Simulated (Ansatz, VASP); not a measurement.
# BiTe in VASP and in Ansatz

File POSCAR:

```
BiTe
1.0
    0.0000000000      3.2984474805      3.2984474805
    3.2984474805      0.0000000000      3.2984474805
    3.2984474805      3.2984474805      0.0000000000
Bi Te
1 1
Direct
    0.0000000000      0.0000000000      0.0000000000
    0.5000000000      0.5000000000      0.5000000000
```

The input INCAR.step1:

```
ALGO = Normal ; EDIFF = 1E-4
ENCUT = 520 ; GGA = PE
ISMEAR = -1 ; LASPH = T
LCHARG = F ; LREAL = F
LWAVE = T ; NBANDS = 18
NELM = 60 ; PREC = Accurate
SIGMA = 0.05
```

File INCAR.step2:

```
ALGO = Normal ; EDIFF = 1E-6
ENCUT = 520 ; ISIF = 2
ISMEAR = -1 ; ISTART = 1
LASPH = T ; LCHARG = F
LMIXTAU = T ; LREAL = F
LWAVE = F ; METAGGA = R2SCAN
NBANDS = 18 ; NELM = 60
PREC = Accurate ; SIGMA = 0.05
```

The input KPOINTS:

```
k-points
0
Gamma
  7 7 7
```

input.yaml

```yaml
crystal:
  lattice:
    - [0.0, 3.2984474805, 3.2984474805]
    - [3.2984474805, 0.0, 3.2984474805]
    - [3.2984474805, 3.2984474805, 0.0]
  atoms:
    - { symbol: Bi, position: [0.0, 0.0, 0.0] }
    - { symbol: Te, position: [0.5, 0.5, 0.5] }
hamiltonian:
  xc: r2scan
  pseudopotentials: { kind: paw }
kpoints:
  mp_grid: { grid: [7, 7, 7] }
scf:
  occupations: { method: fermi_dirac, width: 0.05 }
output:
  forces: true
  stress: true
  eigenvalues: true
  write_density: true
  write_potential: true
  elf: true
  volumetric_format: npy
```

Alike in both runs: task single point; functional r2SCAN; k mesh 7 × 7 × 7; occupations fermi-dirac, width 0.05 eV; no spin polarisation.

```csv
,VASP,Ansatz
version,VASP 6.6.1,Ansatz 0.2.0
potentials or method,"VASP PAW PBE potentials, release 64 (Bi_d, Te)",Ansatz PAW
plane-wave cutoff (eV),520,500
valence electrons in the cell,21,31
```

|  | VASP | Ansatz | Ansatz less VASP |
| --- | --- | --- | --- |
| gap on the k mesh at the Fermi level (eV) | none | none | - |
| pressure (GPa) | -2.5 | -2.5 | +0.03 |

A gap of «none» marks a metal or a gap that the smearing closes. The functional is the same, so the differences come from potentials, cutoffs and numerics. The two sets of potentials don't hold the same shells in valence.

Caveats: spin-orbit coupling is left out, which moves the levels of the heavy elements; the PAW data sets were made with another functional, which shifts forces and pressure a little (VASP); the PAW data sets come from PBE, with cores solved anew for the run's functional, which leaves a small shift of forces and pressure (Ansatz).
